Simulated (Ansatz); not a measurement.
CdSe under strains and displacements

Level of theory: DFT PBE, scalar-relativistic, plane waves, PAW (Ansatz).

Plane waves to 420 eV, a k mesh through Γ of 10×10×10 on the computed 2-atom cell and Gaussian smearing (0.05 eV); no spin polarisation.

Reference cell:

```yaml
crystal:
  lattice:
    - [0.00000, 3.07027, 3.07027]
    - [3.07027, 0.00000, 3.07027]
    - [3.07027, 3.07027, 0.00000]
  atoms:
    - { symbol: Cd, position: [0.00000, 0.00000, 0.00000] }
    - { symbol: Se, position: [0.75000, 0.75000, 0.75000] }
```

Each variant moves atoms of this cell by the vectors given, if any (Å), and then applies a symmetric strain (tensor components, Cartesian axes). The reference cell isn't relaxed at this level. Energies are per atom at zero smearing, counted from the lowest variant. Pressure is positive in compression.

1. strain (xx yy zz yz xz xy, %) 4.94 3.23 4.17 1.00 0.00 0.00; moves: Cd1 (-0.100, 0.000, 0.000); Se2 (0.100, 0.000, 0.000)
2. strain (xx yy zz yz xz xy, %) -2.26 -3.66 -2.82 -2.00 0.10 -0.26; moves: Cd1 (0.059, -0.052, -0.062); Se2 (-0.059, 0.052, 0.062)
3. strain (xx yy zz yz xz xy, %) 4.57 4.57 4.57 0.00 0.00 0.00
4. strain (xx yy zz yz xz xy, %) 3.75 -2.59 3.07 0.00 0.00 1.86; moves: Cd1 (0.000, 0.000, -0.150); Se2 (0.000, 0.000, 0.150)
5. strain (xx yy zz yz xz xy, %) -2.75 -2.75 -2.75 1.00 1.00 1.00; moves: Cd1 (0.035, 0.035, 0.035); Se2 (-0.035, -0.035, -0.035)
6. strain (xx yy zz yz xz xy, %) 0.74 0.74 0.74 0.00 0.00 0.00

| variant | ΔE (meV/atom) | P (GPa) | largest force (eV/Å) | gap on mesh (eV) | space group |
| --- | --- | --- | --- | --- | --- |
| 1 | 60.8 | -3.06 | 0.53 | 0.18 | C2 |
| 2 | 98.9 | 7.20 | 0.77 | 0.63 | P1 |
| 3 | 43.3 | -3.73 | 0.00 | 0.28 | F-43m |
| 4 | 73.7 | 0.09 | 0.97 | 0.29 | C2 |
| 5 | 94.9 | 7.27 | 0.75 | 0.76 | R3m |
| 6 | 0.0 | 0.22 | 0.00 | 0.51 | F-43m |

This zinc-blende form isn't the usual stable structure of the compound.